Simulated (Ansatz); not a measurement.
A run of Ansatz 0.2.0 is set up as follows.

input.yaml

```yaml
crystal:
  lattice:
    - [4.26, 0.0, 0.0]
    - [0.0, 4.26, 0.0]
    - [0.0, 0.0, 4.26]
  atoms:
    - { symbol: Cu, position: [0.75, 0.25, 0.75] }
    - { symbol: Cu, position: [0.75, 0.75, 0.25] }
    - { symbol: Cu, position: [0.25, 0.75, 0.75] }
    - { symbol: Cu, position: [0.25, 0.25, 0.25] }
    - { symbol: O, position: [0.5, 0.5, 0.5] }
    - { symbol: O, position: [0.0, 0.0, 0.0] }
hamiltonian:
  xc: { name: BHLYP }
  pseudopotentials: { kind: paw }
kpoints:
  mp_grid: { grid: [4, 4, 4] }
scf:
  occupations: { method: fermi_dirac, width: 0.05 }
output:
  forces: true
  stress: true
  eigenvalues: true
```

Potentials or basis: Ansatz PAW.

Launch:

```console
$ ansatz run input.yaml --threads 2 --pin off --max-ram 5632MiB --backend cpu --events-out ev --progress --plain --runs-dir out
```

**Question.** What does it give for the band gap on the k mesh?

**Answer.** 5.35 eV, direct.

**Question.** Predict the pressure.

**Answer.** 5.5 GPa.

Caveat: the pressure holds a Pulay correction of +0.6 GPa for the finite cutoff; the PAW data sets come from PBE, with cores solved anew for the run's functional, which leaves a small shift of forces and pressure; the thresholds are loose for stress.

**The experiment to reproduce.**

From “Importance of surface oxygen vacancies for ultrafast hot carrier relaxation and transport in Cu2O”, 2021, arxiv:2103.03167, for a bulk crystal of Cu2O: band gap 2.17 eV (direct).

A measured gap of Cu2O is 2.17 eV (direct; quoted in “Importance of surface oxygen vacancies for ultrafast hot carrier relaxation and transport in Cu2O”, 2021, arxiv:2103.03167); the calculated 5.35 eV misses it by +3.18 eV. So large a miss can be the level of theory's own, or it may mean another phase, state or a wrong row. The value is that of BHLYP, without temperature or zero-point motion.
